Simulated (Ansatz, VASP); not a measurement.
# PtSe2 (Sudovikovite): VASP beside Ansatz

```
Pt Se
1.0
     3.72400    0.00000    0.00000
    -1.86200    3.22508    0.00000
     0.00000    0.00000    5.06200
Pt Se
1 2
Cartesian
  0.0000 0.0000 0.0000
  1.8620 1.0750 3.7965
  0.0000 2.1501 1.2655
```

Alike in both runs: task single point; functional PBEsol; dispersion D4; k mesh 8 × 8 × 5; occupations fermi-dirac, width 0.05 eV; no spin polarisation.

|  | VASP | Ansatz |
| --- | --- | --- |
| version | VASP 6.6.1 | Ansatz 0.2.0 |
| potentials or method | VASP PAW PBE potentials, release 64 (Pt, Se) | Ansatz PAW |
| plane-wave cutoff (eV) | 520 | 420 |
| valence electrons in the cell | 22 | 50 |

|  | VASP | Ansatz | Ansatz less VASP |
| --- | --- | --- | --- |
| gap on the k mesh at the Fermi level (eV) | none | none | - |
| pressure (GPa) | 0.1 | -0.1 | -0.11 |
| largest component of the traceless stress (GPa) | 1.01 | 0.97 | -0.037 |
| rms of the force components (eV/Å) | 0.171 | 0.163 | -0.0079 |
| dispersion energy (meV/atom) | -286.7 | -286.9 | -0.16 |

Atom by atom the forces differ by 0.008 eV/Å (rms over components). A gap of «none» marks a metal or a gap that the smearing closes. The two sets of potentials don't hold the same shells in valence.

Caveats: pairwise dispersion overbinds metals, which lowers pressure and volume; the PAW data sets were made with another functional, which shifts forces and pressure a little (VASP); the PAW data sets come from PBE, with cores solved anew for the run's functional, which leaves a small shift of forces and pressure (Ansatz). Spin-orbit coupling is left out, which matters for the levels of Pt.
